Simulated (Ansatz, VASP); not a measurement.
## One calculation of Fe, two programs

```
Fe
1.0
    -1.42981    1.42981    1.42981
     1.42981   -1.42981    1.42981
     1.42981    1.42981   -1.42981
Fe
1
Direct
  0.00000 0.00000 0.00000
```

Alike in both runs: task single point; functional PBE; k mesh 20 × 20 × 20; occupations gaussian, width 0.1 eV; collinear spin.

|  | VASP | Ansatz |
| --- | --- | --- |
| version | VASP 6.6.1 | Ansatz 0.2.0 |
| potentials or method | VASP PAW PBE potentials, release 64 (Fe) | scalar-relativistic, plane waves, PAW |
| plane-wave cutoff (eV) | 520 | 420 |
| valence electrons in the cell | 8 | 16 |

```csv
,VASP,Ansatz,Ansatz less VASP
gap on the k mesh at the Fermi level (eV),none,none,-
pressure (GPa),-5.3,-5.1,+0.16
net moment per atom (μB),2.24,2.22,-0.020
size of the moment on the site where the two differ most (μB),2.25,2.28,+0.030
```

Site moments also hang on the region over which each program counts them. A gap of «none» marks a metal or a gap that the smearing closes. The two sets of potentials don't hold the same shells in valence.
